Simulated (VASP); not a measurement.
# Al (Fm-3m) in VASP: a series of runs

One crystal, Al, is run at these levels: PBE, LDA, PBEsol; tasks: single point, relaxation of cell and atoms.

All numbers are computed with VASP 6.6.1; they aren't measurements. Logs are shortened: lines on timing, memory, paths and dates and some standing lists are left out, and cuts for length are marked.

## 1. Starting point

The structure is cubic, space group Fm-3m (No. 225). Conventional cell: a = 4.050 Å, b = 4.050 Å, c = 4.050 Å, α = 90.00°, β = 90.00°, γ = 90.00°. Around Al (site symmetry m-3m) lie 12 Al at 2.86 Å.

## 2. Single point, PBE

INCAR reads:

```
  PREC = Accurate
  ENCUT = 520
  EDIFF = 1E-7
  ISMEAR = 0
  SIGMA = 0.011
  LREAL = F
  LASPH = T
  NELM = 80
  ALGO = Normal
  ISIF = 2
  LWAVE = F
  LCHARG = T
  GGA = PE
  LELF = T
  LVHAR = T
```

KPOINTS reads:

```
Automatic mesh
0
Gamma
  11 11 11
```

POSCAR reads:

```
Al
1.0
    0.0000000000      2.0248050000      2.0248050000
    2.0248050000      0.0000000000      2.0248050000
    2.0248050000      2.0248050000      0.0000000000
Al
1
Direct
    0.0000000000      0.0000000000      0.0000000000
```

Potentials or basis: VASP PAW PBE potentials, release 64 (Al).

Run with:

```
$ cat potpaw_PBE.64/Al/POTCAR > POTCAR
$ mpirun -np 1 vasp_std > vasp.out
```

OUTCAR:

```text
PREC = Accurate
   ENCUT = 520
   EDIFF = 1E-7
   ISMEAR = 0
   LREAL = F
   LASPH = T
   NELM = 80
   ISIF = 2
   GGA = PE

 ion  position               nearest neighbor table
   1  0.000  0.000  0.000-

  LATTYP: Found a face centered cubic cell.
 ALAT       =     4.0496100000

  Lattice vectors:

 A1 = (   0.0000000000,   2.0248050000,   2.0248050000)
 A2 = (   2.0248050000,   0.0000000000,   2.0248050000)
 A3 = (   2.0248050000,   2.0248050000,   0.0000000000)

Analysis of symmetry for initial positions (statically):
=====================================================================
 Subroutine PRICEL returns:
 Original cell was already a primitive cell.

 Routine SETGRP: Setting up the symmetry group for a
 face centered cubic supercell.

 Subroutine GETGRP returns: Found 48 space group operations
 (whereof 48 operations were pure point group operations)
 out of a pool of 48 trial point group operations.

The static configuration has the point symmetry O_h .

Analysis of symmetry for dynamics (positions and initial velocities):
=====================================================================
 Subroutine PRICEL returns:
 Original cell was already a primitive cell.

 Routine SETGRP: Setting up the symmetry group for a
 face centered cubic supercell.

 Subroutine GETGRP returns: Found 48 space group operations
 (whereof 48 operations were pure point group operations)
 out of a pool of 48 trial point group operations.

The dynamic configuration has the point symmetry O_h .

 Subroutine INISYM returns: Found 48 space group operations
 (whereof 48 operations are pure point group operations),
 and found     1 'primitive' translations

----------------------------------------------------------------------------------------

                                     Primitive cell

  volume of cell :      16.6027

  direct lattice vectors                    reciprocal lattice vectors
     0.000000000  2.024805000  2.024805000    -0.246937359  0.246937359  0.246937359
     2.024805000  0.000000000  2.024805000     0.246937359 -0.246937359  0.246937359
     2.024805000  2.024805000  0.000000000     0.246937359  0.246937359 -0.246937359

  length of vectors
     2.863506692  2.863506692  2.863506692     0.427708053  0.427708053  0.427708053

  position of ions in fractional coordinates (direct lattice)
     0.000000000  0.000000000  0.000000000

[... 73 lines left out ...]
   ENCUT  =  520.0 eV  38.22 Ry    6.18 a.u.   5.32  5.32  5.32*2*pi/ulx,y,z
   NELM   =     80;   NELMIN=  2; NELMDL= -5     # of ELM steps
   EDIFF  = 0.1E-06   stopping-criterion for ELM
   LREAL  =      F    real-space projection
   EDIFFG = 0.1E-05   stopping-criterion for IOM
   NSW    =      0    number of steps for IOM
   IBRION =     -1    ionic relax: 0-MD 1-quasi-New 2-CG
   NFREE  =      0    steps in history (QN), initial steepest desc. (CG)
   ISIF   =      2    stress and relaxation
   ISYM   =      2    0-nonsym 1-usesym 2-fastsym
   POTIM  = 0.5000    time-step for ionic-motion
   TEBEG  =    0.0;   TEEND  =   0.0 temperature during run
   PSTRESS=    0.0 pullay stress
   NELECT =       3.0000    total number of electrons
   NUPDOWN=      -1.0000    fix difference up-down
   EMIN   =  10.00;   EMAX   =-10.00  energy-range for DOS
   EFERMI =   0.00;   METHOD = LEGACY
   ISMEAR =     0;   SIGMA  =   0.01  broadening in eV -4-tet -1-fermi 0-gaus
   EFERMI_NEDOS =   21; number of points for ismear=-14 and -15
   IALGO  =     38    algorithm
   IMIX   =      4    mixing-type and parameters
     AMIX     =   0.40;   BMIX     =  1.00
     AMIX_MAG =   1.60;   BMIX_MAG =  1.00
  volume/ion in A,a.u.               =      16.60       112.04
  Fermi-wavevector in a.u.,A,eV,Ry     =   0.925526  1.748991 11.654733  0.856599
  Thomas-Fermi vector in A             =   2.051390
   LORBIT       =      0    0 simple, 1 ext, 2 COOP (PROOUT), +10 PAW based schemes
   GGA     = PE    functional components
   LHFCALC =     F    Hartree Fock is set to
   AEXX    =    0.0000 exact exchange contribution
   IVDW    =     0    specifies the selected vdW correction
   LEPSILON=     F    determine dielectric tensor
   LRPA    =     F    only Hartree local field effects (RPA)
 non-spin polarized calculation
 Gauss-broadening in eV      SIGMA  =   0.01
  energy-cutoff  :      520.00
  volume of cell :       16.60
 maximum number of plane-waves:       459
 NGX is ok and might be reduce to    24
   NGX = 11   NGY = 11   NGZ = 11

 number of electron       3.0000000 magnetization

 Free energy of the ion-electron system (eV)
  ---------------------------------------------------
  ext. energy  EPLUGINS =         0.00000000
  ---------------------------------------------------
  free energy    TOTEN  =        -3.75254786 eV

  energy without entropy =       -3.75240598  energy(sigma->0) =       -3.75247692

 E-fermi :   7.9602     XC(G=0): -10.1746

 val. band max:        7.9411541987   @ k =  -0.4545   0.3636   0.0000
 cond. band min:       7.9679838633   @ k =   0.4545   0.1818   0.0909
 fundamental gap:      0.0268296647
 Fermi energy:         7.9602418224

 k-point     1 :       0.0000    0.0000    0.0000
  band No.  band energies     occupation
      1      -3.1566      2.00000
      2      20.5197      0.00000
      3      20.5197      0.00000
      4      20.5197      0.00000
      5      21.9646      0.00000
[... 177 lines left out ...]
 k-point    24 :      -0.1818    0.1818    0.0000
  band No.  band energies     occupation
      1      -0.7888      2.00000
      2      11.7508      0.00000
      3      13.1864      0.00000
      4      19.7502      0.00000
      5      21.7725      0.00000

 [... further k-points ...]

------------------------ aborting loop because EDIFF is reached ----------------------------------------

  FORCE on cell =-STRESS in cart. coord.  units (eV):
  Direction    XX          YY          ZZ          XY          YZ          ZX
  --------------------------------------------------------------------------------------
  -------------------------------------------------------------------------------------
  Total       -0.0575566     -0.0575566     -0.0575566      0.0000000     -0.0000000      0.0000000
  in kB       -5.5542587     -5.5542587     -5.5542587      0.0000000     -0.0000000      0.0000000
  external PRESSURE =      -5.5542587 kB  Pullay stress =       0.0000000 kB

 VOLUME and BASIS-vectors are now :
 -----------------------------------------------------------------------------
  energy-cutoff  :      520.00
  volume of cell :       16.60
      direct lattice vectors                 reciprocal lattice vectors
     0.000000000  2.024805000  2.024805000    -0.246937359  0.246937359  0.246937359
     2.024805000  0.000000000  2.024805000     0.246937359 -0.246937359  0.246937359
     2.024805000  2.024805000  0.000000000     0.246937359  0.246937359 -0.246937359

 POSITION                                       TOTAL-FORCE (eV/Angst)
 -----------------------------------------------------------------------------------
      0.00000      0.00000      0.00000         0.000000      0.000000      0.000000
 -----------------------------------------------------------------------------------
    total drift:                                0.000000     -0.000000      0.000000

  FREE ENERGIE OF THE ION-ELECTRON SYSTEM (eV)
  ---------------------------------------------------
  free  energy   TOTEN  =        -3.7525478645 eV

  energy  without entropy=       -3.7524059756  energy(sigma->0) =       -3.75247692
```

stdout:

```text
POSCAR found type information on POSCAR Al
 POSCAR found :  1 types and       1 ions
 scaLAPACK will be used
 LDA part: xc-table for (Slater+PW92), standard interpolation
 POSCAR, INCAR and KPOINTS ok, starting setup
 FFT: planning ... GRIDC
 FFT: planning ... GRID_SOFT
 FFT: planning ... GRID
 WAVECAR not read
 entering main loop
```

It took 3.7 s on 1 thread of Intel Xeon Platinum 8488C (Sapphire Rapids), shared host; peak memory 0.13 GiB.

What came out:

```
Free energy            : -3.7525 eV
Pressure               : -0.6 GPa
Band gap on the k mesh : none (metal or under the smearing width)
```

## 3. Relaxation of cell and atoms, PBE

INCAR reads:

```
SYSTEM = Al
PREC = Accurate
ENCUT = 600
EDIFF = 1E-6
ISMEAR = -1
SIGMA = 0.05
LREAL = .False.
LASPH = .True.
NELM = 100
ALGO = Normal
ISIF = 3
LWAVE = .False.
LCHARG = .False.
GGA = PE
IBRION = 2
NSW = 40
EDIFFG = -0.005
```

KPOINTS reads:

```
regular mesh
0
Gamma
  11 11 11
  0 0 0
```

POSCAR is that of step 2.

Potentials or basis: VASP PAW PBE potentials, release 64 (Al).

Run with:

```
$ cat potpaw_PBE.64/Al/POTCAR > POTCAR
$ mpirun -np 1 vasp_std > vasp.out
```

It took 4.7 s on 1 thread of Intel Xeon Platinum 8488C (Sapphire Rapids), shared host; peak memory 0.13 GiB.

Results (log left out):

```
Free energy                            : -3.7559 eV
Relaxed volume                         : 16.51 Å³/atom
Relaxed cell                           : a = 2.858 Å, b = 2.858 Å, c = 2.858 Å, α = 60.00°, β = 60.00°, γ = 60.00°
Space group after relaxing (to 0.05 Å) : Fm-3m (No. 225)
Energy gained by relaxing              : 0.1 meV/atom
Ionic steps                            : 3
Pressure after relaxing                : 0.0 GPa
Band gap on the k mesh                 : none (metal or under the smearing width)
```

The path:
| step | energy change (eV) | largest force (eV/Å) | pressure (GPa) | volume (Å³) |
| --- | --- | --- | --- | --- |
| 1 | 0.0000 | 0.0000 | -0.46 | 16.60 |
| 2 | -0.0001 | 0.0000 | 0.08 | 16.49 |
| 3 | -0.0001 | 0.0000 | 0.01 | 16.51 |

Final structure:
```yaml
crystal:
  lattice:
    - [0.00000, 2.02083, 2.02083]
    - [2.02083, 0.00000, 2.02083]
    - [2.02083, 2.02083, 0.00000]
  atoms:
    - { symbol: Al, position: [0.00000, 0.00000, 0.00000] }
```

Levels at points of the mesh, in eV from the Fermi level:
```tsv
k point	band 1	band 2	band 3	band 4	band 5
(0.00, 0.00, 0.00)	-11.14	12.61	12.61	12.61	14.10
```

(Part 1 of 2 ends here.)
